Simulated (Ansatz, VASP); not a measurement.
# One calculation of MgO, two programs

Contents of INCAR:

```
SYSTEM = MgO
ALGO = Normal
EDIFF = 1E-6
ENCUT = 520
GGA = PE
ISIF = 2
ISMEAR = 0
LASPH = .True.
LCHARG = .True.
LELF = .True.
LREAL = .False.
LVHAR = .True.
LWAVE = .False.
NBANDS = 11
NELM = 100
PREC = Accurate
SIGMA = 0.03
```

Contents of KPOINTS:

```
k-points
0
Gamma
  8 8 8
  0 0 0
```

File POSCAR:

```
MgO
1.0
    0.0000000000      2.1652500000      2.1652500000
    2.1652500000      0.0000000000      2.1652500000
    2.1652500000      2.1652500000      0.0000000000
Mg O
1 1
Direct
    0.0000000000      0.0000000000      0.0000000000
    0.5000000000      0.5000000000      0.5000000000
```

Input for Ansatz:

```yaml
crystal:
  lattice:
    - [0.0, 2.16525, 2.16525]
    - [2.16525, 0.0, 2.16525]
    - [2.16525, 2.16525, 0.0]
  atoms:
    - { symbol: Mg, position: [0.0, 0.0, 0.0] }
    - { symbol: O, position: [0.5, 0.5, 0.5] }
hamiltonian:
  xc: pbe
  pseudopotentials: { kind: paw }
basis:
  ecutwfc: 420
kpoints:
  mp_grid: { grid: [8, 8, 8] }
scf:
  occupations: { method: gaussian, width: 0.03 }
  lower_state_search: "off"
  algorithm: density_mixing
  max_iter: 50
  mixing: { algorithm: msr1, preconditioner: kerker }
output:
  forces: true
  stress: true
```

Alike in both runs: task single point; functional PBE; k mesh 8 × 8 × 8; occupations gaussian, width 0.03 eV; no spin polarisation.

```csv
,VASP,Ansatz
version,VASP 6.6.1,Ansatz 0.2.0
potentials or method,"VASP PAW PBE potentials, release 64 (Mg, O)","PAW, plane waves, scalar-relativistic"
plane-wave cutoff (eV),520,420
valence electrons in the cell,8,16
```

|  | VASP | Ansatz | Ansatz less VASP |
| --- | --- | --- | --- |
| pressure (GPa) | -7.9 | -7.2 | +0.75 |

The two sets of potentials don't hold the same shells in valence.
